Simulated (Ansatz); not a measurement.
**Si/GaP/NiSi2: a contact from a semiconductor to a metal**

Aim: where the metal's Fermi level sits in the semiconductor's gap in Si/GaP/NiSi2, and what the stack passes. The semiconductor is Si diamond(111), undoped, with its far face capped by hydrogen, and the metal is NiSi2 fluorite(111), with GaP zinc blende(111) between them (whole bilayers). After relaxation the nearest pair at the metal is Si–Ga at 2.44 Å, along the normal. The common net has a side of 3.868 Å, which strains the semiconductor by +0.0 %, the layer between by -0.7 % and the metal by +0.7 %, against typed lattice constants near PBE's. The first steps treat the bulk crystals alone.

Method: PBE DFT, plane waves, PAW files, in the first sound run; inputs show where later runs differ, in Ansatz 0.2.0.

### 1. The starting structure

Symmetry: Fd-3m, No. 227, cubic system. The conventional cell has a = 5.470 Å, b = 5.470 Å, c = 5.470 Å, α = 90.00°, β = 90.00°, γ = 90.00°. Nearest to Si lie 4 Si at 2.37 Å.

### 2. The strained electrode, 6 atoms, electrode Si diamond(111)

The electrode is held to the junction's net and relaxed along the normal; its spacing is used for the ideal lead layers.

Input file input.yaml:

```yaml
crystal:
  lattice:
    - [3.868, 0.0, 0.0]
    - [-1.934, 3.3497862618, 0.0]
    - [0.0, 0.0, 9.474102032]
  atoms:
    - { symbol: Si, position: [0.0, 0.0, 0.0] }
    - { symbol: Si, position: [0.0, 0.0, 0.25] }
    - { symbol: Si, position: [0.3333333333, 0.6666666667, 0.3333333333] }
    - { symbol: Si, position: [0.3333333333, 0.6666666667, 0.5833333333] }
    - { symbol: Si, position: [0.6666666667, 0.3333333333, 0.6666666667] }
    - { symbol: Si, position: [0.6666666667, 0.3333333333, 0.9166666667] }
kpoints:
  mp_grid: { grid: [12, 12, 3] }
scf:
  occupations: { method: fermi_dirac, width: 0.1 }
  max_iter: 150
hamiltonian:
  xc: pbe
relax:
  f_tol: 0.01
  max_steps: 40
  cell: { fix: [a, b, angles] }
```

On the command line:

```console
ansatz run input.yaml --threads 8 --pin off --max-ram 24576MiB --backend cpu --events-out ev --progress --plain --runs-dir out
```

Numbers of over 12 decimals in the logs are rounded to 6 here.

The program printed:

```text
Engine: ansatz 0.2.0, aarch64-unknown-linux-gnu
Pseudopotentials: kind: paw
Pseudopotential: Si, paw, valence charge 4, recommended cutoff 420 eV (normal), Si.paw.azcp
Functional definition: PBE
  parameter kappa = 0.804
  parameter beta = 0.066725
  exchange = pbe_x(kappa = kappa, mu = beta*pi^2/3)
  correlation = pbe_c(beta = beta)
Crystal: 6 atoms, lattice volume = 122.756 Å³
Basis set: ecut = 420 eV, 2431 PW (Γ), exchange–correlation on 54×54×128 points (8 copies of the dense FFT grid, shifted against one another)
Bands: 18, of which v1, the nominal top of the filled ones, is band 12 counted from 1 (11 counted from 0)
Symmetry: 36 space group operations
Space group: R-3m (ITA 166), of the structure as read, at distance tolerance 5.0e-5 Å
k-points: 50 of 432
Non-local potential: Si, projectors of the file, l = 0: 2, l = 1: 2, l = 2: 2
PAW form: soft (Blöchl's): semilocal exchange-correlation on the pseudo side does not see the compensation charge
PAW one-centre angular grid: Si, 110 points (default); XC on 64 Gauss nodes
Initial density: superposition of atomic densities (neutral atoms: chi_scale 0, normalization atom), corrected by the library's trained network
Initial wavefunctions: pseudopotential atomic-orbital guess
Functional: x = pbe(κ = 0.804, μ = 0.219515), c = pbe(β = 0.066725)
SCF iter   1: F=—  HF=-3814.860064 eV  |F-HF|=—  |Δ(HF+E_count)|=         —  Δρ=1.29e-3  dr2=1.36e-3  ethr=1.77e-3  ⟨swp⟩=6.6  Hψ=5602  notcnv=0
preconditioner: auto → Resta (q_TF=auto, 2.079 Å⁻¹)  ε∞=5.4  [insulator: Δε(μ)=0.737 eV  Ē_g=7.830 eV  σ=0.100 eV  W_gap=0.95  n_scr=24 (ndim 8)  ℏωp=16.4 eV  f_vac=0.000  D(μ)=0.04/eV (n_scr^D=0)  ε∞_Penn≈5.4]
SCF iter   2: F=—  HF=-3814.861012 eV  |F-HF|=—  |Δ(HF+E_count)|=   9.48e-4  Δρ=6.96e-4  dr2=4.14e-4  ethr=5.68e-6  ⟨swp⟩=2.3  Hψ=1814  notcnv=0
SCF iter   3: F=—  HF=-3814.861168 eV  |F-HF|=—  |Δ(HF+E_count)|=   1.56e-4  Δρ=8.37e-5  dr2=1.12e-5  ethr=1.73e-6  ⟨swp⟩=2.0  Hψ=1500  notcnv=0
SCF iter   4: F=—  HF=-3814.861179 eV  |F-HF|=—  |Δ(HF+E_count)|=   1.05e-5  Δρ=2.15e-5  dr2=9.43e-7  ethr=4.66e-8  ⟨swp⟩=2.0  Hψ=1500  notcnv=0
iter 5 did not close the SCF: its close was put off for the readings that it lacked (scf_convergence_deferred on its scf_iter line)
SCF iter   5: F=-3814.861179 eV  HF=-3814.861179 eV  |F-HF|=2.62e-8  |Δ(HF+E_count)|=   9.27e-7  Δρ=4.84e-6  dr2=1.59e-8  ethr=3.93e-9  ⟨swp⟩=2.0  Hψ=1496  notcnv=0
SCF iter   6: F=-3814.861179 eV  HF=-3814.861179 eV  |F-HF|=8.64e-11  |Δ(HF+E_count)|=   3.07e-8  Δρ=1.61e-6  dr2=2.12e-9  ethr=6.62e-11  ⟨swp⟩=2.1  Hψ=3021  notcnv=0
SCF 1 converged in 6 iterations: F = -3814.861179 eV  dr2 = 2.12e-9
  greatest PAW one-centre occupation: 0.633 electrons in one spin orbital (limit 2), on the Si atom at site 5 (counted from 0), in its partial waves of l = 0
relax step   1: F+E_penalty+E_count = -3814.86117947 eV  Δ(F+E_penalty+E_count) = +0.000e0 eV  max|allowed force component| = 7.205e-4 eV/Å  Δτ_max = 0.0000 Å  P = +0.003 GPa  Ω = 122.756 Å³  fix = [a, b, alpha, beta, gamma]  reactions: a +0.005, b +0.005 GPa  (6 SCF iters, dr2 threshold 1.00e-7 eV, accepted)
Initial density: handed on by an earlier stage of this run
Initial wavefunctions: pseudopotential atomic-orbital guess (no wavefunctions were taken with the density)
iter 1 solved again at ethr=5.58e-8 eV; its pass at ethr=3.10e-3 eV (dr2=1.34e-5 eV) is discarded
SCF iter   1: F=—  HF=-3814.861178 eV  |F-HF|=—  |Δ(HF+E_count)|=         —  Δρ=1.44e-6  dr2=1.24e-9  ethr=5.58e-8  ⟨swp⟩=3.2  Hψ=8277  notcnv=0
eigensolver tolerance schedule: the retry pair's looser diagonalisation over-reported the residual by 10795.03 of it (diagonalisation noise at 0.24 of the residual, at the tolerance the schedule requests for it); recorded, not acted on — ethr = c·dr2/N_el stays at c = 1.0e-1
preconditioner: auto → Resta (q_TF=auto, 2.079 Å⁻¹)  ε∞=5.4  [insulator: Δε(μ)=0.739 eV  Ē_g=7.831 eV  σ=0.100 eV  W_gap=0.95  n_scr=24 (ndim 8)  ℏωp=16.4 eV  f_vac=0.000  D(μ)=0.04/eV (n_scr^D=0)  ε∞_Penn≈5.4]
SCF iter   2: F=—  HF=-3814.861179 eV  |F-HF|=—  |Δ(HF+E_count)|=   1.73e-6  Δρ=1.12e-6  dr2=1.09e-9  ethr=5.17e-12  ⟨swp⟩=3.2  Hψ=2074  notcnv=0
SCF iter   3: F=—  HF=-3814.861179 eV  |F-HF|=—  |Δ(HF+E_count)|=  1.06e-10  Δρ=4.08e-7  dr2=1.47e-10  ethr=4.54e-12  ⟨swp⟩=2.0  Hψ=1247  notcnv=0
SCF iter   4: F=-3814.861179 eV  HF=-3814.861179 eV  |F-HF|=1.36e-12  |Δ(HF+E_count)|=  3.59e-11  Δρ=1.71e-8  dr2=1.73e-13  ethr=1.00e-12  ⟨swp⟩=4.0  Hψ=2907  notcnv=0
SCF 2 converged in 4 iterations: F = -3814.861179 eV  dr2 = 1.73e-13
relax step   2: F+E_penalty+E_count = -3814.86117947 eV  Δ(F+E_penalty+E_count) = -2.924e-10 eV  max|allowed force component| = 7.204e-4 eV/Å  Δτ_max = 0.0000 Å  P = +0.003 GPa  Ω = 122.756 Å³  fix = [a, b, alpha, beta, gamma]  reactions: a +0.005, b +0.005 GPa  stress off target by 1.20e-3 GPa on what of the cell is left free  SCF on the basis re-selected at this cell (its energy is not comparable with the rows above)  (4 SCF iters)
basis re-selected at this cell: Δ(F+E_penalty+E_count) = -2.924e-10 eV, ΔP = +0.000 GPa vs the last step (what re-selecting the basis moved, of the pressure what is left beyond the Pulay correction that the steps carried, after the strain that the cell walked since its last selection, with what the two solves' SCF thresholds leave and, on support functions, any second-order correction that the steps lacked; it is no  [...]
SCF converged after 4 iterations
Free energy (F): -3814.861179 eV
Harris-Foulkes:  -3814.861179 eV  (|F-HF|=1.36e-12)
Internal energy: -3814.858964 eV  (E = F + TS)
E sigma→0 (E₀):  -3814.860071 eV
Entropy (-TS):   -0.002216 eV (-0.369 meV/atom)
Fermi energy:    6.322458 eV
--- Per-component energies (eV) ---
  E_band       = 24.043848
  E_kinetic    = 240.400167
  E_local      = -168.417913  (includes V_loc(G=0)·N_el)
  E_nonlocal   = 155.251767
  E_hartree    = 45.515315
  E_xc         = -330.364243
  E_vxc        = -279.456073  (∫ρ·V_xc dr)
  E_paw        = -3076.584018  (= ΣΔE_a)
  E_vpaw       = -14.764767  (= ΣTr[D̂ρ^β])
  E_aug_tail   = 0.000038  (compensation charges beyond the density's cutoff)
  E_ewald      = -680.660077
  E_smearing   = -0.002216  (= −TS)
  E_closure    = 0.000000  (closes the sum)
  Σ components = -3814.861179   (vs F -3814.861179, Δ=0.00e0)
--- Forces (eV/Å), atoms counted from 1 ---
  atom   1  Si    -0.00000000     0.00000000    -0.00072036
  atom   2  Si     0.00000000    -0.00000000     0.00072036
  atom   3  Si     0.00000000     0.00000000    -0.00072036
  atom   4  Si     0.00000000    -0.00000000     0.00072036
  atom   5  Si    -0.00000000     0.00000000    -0.00072036
  atom   6  Si    -0.00000000    -0.00000000     0.00072036
  max |Σ_I F_I| component: 3.70e-17 eV/Å
--- Stress (GPa, compression-positive) ---
        0.004993      -0.000000       0.000000
        0.000000       0.004993       0.000000
        0.000000      -0.000000      -0.001198
  P = ⅓ Tr σ = 0.0029 GPa (0.029 kbar)
--- Relaxed structure (1 steps of the walk, 1 accepted, 1 SCFs on fresh bases) ---
  F+E_penalty+E_count = -3814.86117947 eV   max|allowed force component| = 7.204e-4 eV/Å   (the final SCF, on the basis selected at the relaxed cell)
  cell:  # Å, volume = 122.7557 Å³
    - [3.868000, 0.0, 0.0]
    - [-1.934000, 3.349786, 0.0]
    - [0.0, 0.0, 9.474102032]
  atoms:
    - { symbol: Si, position: [0.0, 0.0, 0.0] }
    - { symbol: Si, position: [0.0, 0.0, 0.250000] }
    - { symbol: Si, position: [0.333333, 0.666667, 0.333333] }
    - { symbol: Si, position: [0.333333, 0.666667, 0.583333] }
    - { symbol: Si, position: [0.666667, 0.333333, 0.666667] }
    - { symbol: Si, position: [0.666667, 0.333333, 0.916667] }
```

Wall time 1.7 s (8 threads of Arm Neoverse V2, shared host); peak memory 0.51 GiB; 12 s of CPU time.

Little changed from the start: no atom moved by 0.005 Å and no cell edge by 0.1 %.

Numbers from this step:

| Item | Value |
| --- | --- |
| free energy | -3814.8612 eV |
| Fermi energy | 6.322 eV |
| pressure | 0.002930 GPa |

### 3. The strained electrode, 9 atoms, electrode NiSi2 fluorite(111)

System of this step: Si2Ni (NiSi2). It takes space group R-3m (No. 166, trigonal). Conventional cell: a = 3.868 Å, b = 3.868 Å, c = 9.356 Å, α = 90.00°, β = 90.00°, γ = 120.00°. Nearest to Si lie 4 Ni at 2.34 to 2.37 Å. Nearest to Ni lie 8 Si at 2.34 to 2.37 Å. Farther neighbours are not listed.

The electrode is held to the junction's net and relaxed along the normal; its spacing is used for the ideal lead layers.

input.yaml, the sections that differ from step 2:

```yaml
crystal:
  lattice:
    - [3.868, 0.0, 0.0]
    - [-1.934, 3.3497862618, 0.0]
    - [0.0, 0.0, 9.3563225771]
  atoms:
    - { symbol: Si, position: [0.0, 0.0, 0.0] }
    - { symbol: Ni, position: [0.3333333333, 0.6666666667, 0.0833333333] }
    - { symbol: Si, position: [0.6666666667, 0.3333333333, 0.1666666667] }
    - { symbol: Si, position: [0.3333333333, 0.6666666667, 0.3333333333] }
    - { symbol: Ni, position: [0.6666666667, 0.3333333333, 0.4166666667] }
    - { symbol: Si, position: [0.0, 0.0, 0.5] }
    - { symbol: Si, position: [0.6666666667, 0.3333333333, 0.6666666667] }
    - { symbol: Ni, position: [0.0, 0.0, 0.75] }
    - { symbol: Si, position: [0.3333333333, 0.6666666667, 0.8333333333] }
# kpoints, scf, hamiltonian, relax: as in step 2
```

The program printed:

```text
[...]
Crystal: 9 atoms, lattice volume = 121.230 Å³
Basis set: ecut = 420 eV, 2359 PW (Γ), exchange–correlation on 54×54×128 points (8 copies of the dense FFT grid, shifted against one another)
Bands: 48, of which v1, the nominal top of the filled ones, is band 39 counted from 1 (38 counted from 0)
Symmetry: 36 space group operations
[...]
k-points: 50 of 432
[...]
SCF iter   1: F=—  HF=-21337.238362 eV  |F-HF|=—  |Δ(HF+E_count)|=         —  Δρ=1.01e-2  dr2=8.93e-2  ethr=1.77e-3  ⟨swp⟩=7.8  Hψ=10264  notcnv=0  defer=3
[...]
SCF iter   8: F=-21337.228386 eV  HF=-21337.228386 eV  |F-HF|=3.54e-9  |Δ(HF+E_count)|=   1.45e-7  Δρ=2.66e-6  dr2=1.30e-8  ethr=1.28e-10  ⟨swp⟩=4.1  Hψ=8472  notcnv=0
SCF 1 converged in 8 iterations: F = -21337.228386 eV  dr2 = 1.30e-8
[...]
relax step   1: F+E_penalty+E_count = -21337.22838603 eV  Δ(F+E_penalty+E_count) = +0.000e0 eV  max|allowed force component| = 6.706e-2 eV/Å  Δτ_max = 0.0000 Å  P = -0.190 GPa  Ω = 121.230 Å³  fix = [a, b, alpha, beta, gamma]  reactions: a -1.567, b -1.567 GPa  (8 SCF iters, dr2 threshold 1.00e-7 eV, accepted)
Crystal: 9 atoms, lattice volume = 121.790 Å³
Basis set: ecut = 420 eV, 2407 PW (Γ), exchange–correlation on 54×54×128 points (8 copies of the dense FFT grid, shifted against one another)
[...]
SCF iter   6: F=-21337.234503 eV  HF=-21337.234503 eV  |F-HF|=1.60e-8  |Δ(HF+E_count)|=   2.04e-7  Δρ=5.39e-6  dr2=3.40e-8  ethr=4.28e-10  ⟨swp⟩=2.8  Hψ=8382  notcnv=0
SCF 2 converged in 6 iterations: F = -21337.234503 eV  dr2 = 3.40e-8
relax step   2: F+E_penalty+E_count = -21337.23450292 eV  Δ(F+E_penalty+E_count) = -6.117e-3 eV  max|allowed force component| = 4.024e-2 eV/Å  Δτ_max = 0.0013 Å  P = -0.858 GPa  Ω = 121.790 Å³  energy of the carried Pulay correction = -1.481e-4 eV  fix = [a, b, alpha, beta, gamma]  reactions: a -1.921, b -1.921 GPa  (6 SCF iters, dr2 threshold 9.00e-7 eV, accepted)
Crystal: 9 atoms, lattice volume = 122.304 Å³
Basis set: ecut = 420 eV, 2419 PW (Γ), exchange–correlation on 54×54×128 points (8 copies of the dense FFT grid, shifted against one another)
[...]
SCF iter   6: F=-21337.236440 eV  HF=-21337.236440 eV  |F-HF|=1.41e-8  |Δ(HF+E_count)|=   1.91e-7  Δρ=4.84e-6  dr2=2.74e-8  ethr=3.80e-10  ⟨swp⟩=2.7  Hψ=8418  notcnv=0
SCF 3 converged in 6 iterations: F = -21337.236440 eV  dr2 = 2.74e-8
relax step   3: F+E_penalty+E_count = -21337.23644019 eV  Δ(F+E_penalty+E_count) = -1.937e-3 eV  max|allowed force component| = 8.194e-3 eV/Å  Δτ_max = 0.0003 Å  P = -1.452 GPa  Ω = 122.304 Å³  energy of the carried Pulay correction = -2.834e-4 eV  fix = [a, b, alpha, beta, gamma]  reactions: a -2.205, b -2.205 GPa  (6 SCF iters, dr2 threshold 9.00e-7 eV, accepted)
[...]
relax step   4: F+E_penalty+E_count = -21337.23645562 eV  Δ(F+E_penalty+E_count) = -1.543e-5 eV  max|allowed force component| = 2.820e-3 eV/Å  Δτ_max = 0.0005 Å  P = -1.463 GPa  Ω = 122.312 Å³  energy of the carried Pulay correction = -2.855e-4 eV  fix = [a, b, alpha, beta, gamma]  reactions: a -2.195, b -2.195 GPa  (6 SCF iters, dr2 threshold 6.78e-9 eV, accepted)
[...]
SCF iter   6: F=-21337.236763 eV  HF=-21337.236763 eV  |F-HF|=1.09e-11  |Δ(HF+E_count)|=    0.00e0  Δρ=1.08e-7  dr2=1.12e-11  ethr=1.00e-12  ⟨swp⟩=3.1  Hψ=8879  notcnv=0
SCF 5 converged in 6 iterations: F = -21337.236763 eV  dr2 = 1.12e-11
relax step   5: F+E_penalty+E_count = -21337.23676253 eV  Δ(F+E_penalty+E_count) = -3.069e-4 eV  max|allowed force component| = 2.761e-3 eV/Å  Δτ_max = 0.0000 Å  P = -1.461 GPa  Ω = 122.312 Å³  fix = [a, b, alpha, beta, gamma]  reactions: a -2.195, b -2.195 GPa  stress off target by 6.86e-3 GPa on what of the cell is left free  SCF on the basis re-selected at this cell (its energy is not comparable with the rows above)  (6 SCF iters)
[...]
SCF converged after 6 iterations
Free energy (F): -21337.236763 eV
[...]
Internal energy: -21337.144225 eV  (E = F + TS)
E sigma→0 (E₀):  -21337.190494 eV
Entropy (-TS):   -0.092538 eV (-10.282 meV/atom)
Fermi energy:    12.679644 eV
[...]
--- Forces (eV/Å), atoms counted from 1 ---
  atom   1  Si    -0.00000000     0.00000000     0.00276073
  atom   2  Ni     0.00000000     0.00000000     0.00000000
  atom   3  Si    -0.00000000    -0.00000000    -0.00276073
  atom   4  Si    -0.00000000     0.00000000     0.00276073
  atom   5  Ni    -0.00000000    -0.00000000     0.00000000
  atom   6  Si     0.00000000    -0.00000000    -0.00276073
  atom   7  Si    -0.00000000     0.00000000     0.00276073
  atom   8  Ni    -0.00000000    -0.00000000     0.00000000
  atom   9  Si    -0.00000000    -0.00000000    -0.00276073
  max |Σ_I F_I| component: 6.17e-17 eV/Å
--- Stress (GPa, compression-positive) ---
       -2.195251      -0.000000      -0.000000
       -0.000000      -2.195251       0.000000
       -0.000000       0.000000       0.006858
  P = ⅓ Tr σ = -1.4612 GPa (-14.612 kbar)
--- Relaxed structure (4 steps of the walk, 4 accepted, 1 SCFs on fresh bases) ---
[...]
cell:  # Å, volume = 122.3124 Å³
    - [3.868000, 0, 0]
    - [-1.934000, 3.349786, 0]
    - [0, 0, 9.439892]
  atoms:
    - { symbol: Si, position: [0, 0, -0.000118574] }
    - { symbol: Ni, position: [0.333333, 0.666667, 0.083333] }
    - { symbol: Si, position: [0.666667, 0.333333, 0.166785] }
    - { symbol: Si, position: [0.333333, 0.666667, 0.333215] }
    - { symbol: Ni, position: [0.666667, 0.333333, 0.416667] }
    - { symbol: Si, position: [0, 0, 0.500119] }
    - { symbol: Si, position: [0.666667, 0.333333, 0.666548] }
    - { symbol: Ni, position: [0, 0, 0.750000] }
    - { symbol: Si, position: [0.333333, 0.666667, 0.833452] }
```

Wall time 11 s (8 threads); peak memory 0.74 GiB.

This run has no spin polarisation, although Ni can carry a moment.

Relaxation path:

| step | energy less that of the first step (eV) | largest force component (eV/Å) | pressure (GPa) | volume (Å³) |
| --- | --- | --- | --- | --- |
| 1 | 0.0000 | 0.0671 | -0.19 | 121.23 |
| 2 | -0.0061 | 0.0402 | -0.86 | 121.79 |
| 3 | -0.0081 | 0.0082 | -1.45 | 122.30 |
| 4 | -0.0081 | 0.0028 | -1.46 | 122.31 |
| 5* | -0.0084 | 0.0028 | -1.46 | 122.31 |

Relaxation steps marked * repeat the geometry before them on a plane-wave basis chosen anew for their cell, so energy and pressure can jump there.

The run keeps the 36 symmetry operations that it works with, so distortions that break them were not tested.

| conventional cell, symmetrised | before | after | change |
| --- | --- | --- | --- |
| a (Å) | 3.868 | 3.868 | -0.0 % |
| b (Å) | 3.868 | 3.868 | -0.0 % |
| c (Å) | 9.356 | 9.440 | +0.9 % |
| volume (Å³/atom) | 13.47 | 13.59 | +0.9 % |

The relaxed structure:

```cif
data_structure
_symmetry_space_group_name_H-M 'P 1'
_symmetry_Int_Tables_number 1
_cell_length_a 3.8680
_cell_length_b 3.8680
_cell_length_c 9.4399
_cell_angle_alpha 90.000
_cell_angle_beta 90.000
_cell_angle_gamma 120.000
_cell_volume 122.31
loop_
_atom_site_label
_atom_site_type_symbol
_atom_site_fract_x
_atom_site_fract_y
_atom_site_fract_z
_atom_site_occupancy
Si1 Si 0.00000 0.00000 0.99988 1
Ni2 Ni 0.33333 0.66667 0.08333 1
Si3 Si 0.66667 0.33333 0.16679 1
Si4 Si 0.33333 0.66667 0.33321 1
Ni5 Ni 0.66667 0.33333 0.41667 1
Si6 Si 0.00000 0.00000 0.50012 1
Si7 Si 0.66667 0.33333 0.66655 1
Ni8 Ni 0.00000 0.00000 0.75000 1
Si9 Si 0.33333 0.66667 0.83345 1
```

Numbers from this step:

- free energy: -21337.2368 eV
- Fermi energy: 12.68 eV
- pressure: -1.461 GPa

The relaxation ends with a largest force component of 0.0028 eV/Å.

[end of part 1 of 5]

[Logs are printed without paths, hosts, clocks, repeated set-up lines and the standing remarks that a program may print on its own settings, such as how far it seeks lower states.]

[Hosts, paths, dates, database ids (printed as entryN), source tags and the programs' standing remarks are cut or masked in the printed files.]
